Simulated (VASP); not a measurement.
**C2H4: single point with PBEsol**

Molecule: C2H4, in a box.

```
C H
1.0
    13.01462    0.00000    0.00000
     0.00000   13.51462    0.00000
     0.00000    0.00000   14.01462
C H
2 4
Direct
  0.54320 0.48753 0.48122
  0.45575 0.52027 0.51924
  0.56512 0.40961 0.48436
  0.59687 0.53715 0.44522
  0.43422 0.59831 0.51588
  0.40234 0.47027 0.55517
```

```json
{
 "Program": "VASP 6.6.1",
 "Task": "single point",
 "Functional": "PBEsol",
 "Potentials or basis": "VASP PAW PBE potentials, release 64 (C, H)",
 "Cutoff": "400 eV",
 "k mesh": "1 × 1 × 1",
 "Occupations": "gaussian, width 0.01 eV",
 "Spin": "no spin polarisation"
}
```

```yaml
Largest_force: 0.225 eV/Å
Gap_between_the_frontier_levels: 5.69 eV
```

Forces in eV/Å, atoms in the order of the input:
```
C   -0.156  0.060  0.073
C    0.192 -0.074 -0.090
H    0.013 -0.129  0.017
H    0.067  0.097 -0.055
H   -0.040  0.097  0.003
H   -0.076 -0.051  0.051
```

Levels at points of the mesh, in eV from the valence-band top:
```
           k point  band 3  band 4  band 5  band 6  band 7  band 8  band 9  band 10
(0.00, 0.00, 0.00)   -4.62   -3.34   -1.61    0.00    5.69    6.39    7.08     7.10
```

It took 28 s on 4 MPI ranks on Intel(R) Xeon(R) 6975P-C (Granite Rapids) (shared host), peak memory 0.46 GiB a rank.

Caveat: the PAW data sets were made with another functional, which shifts forces and pressure a little. As with any semilocal functional, this PBEsol gap is likely too small.
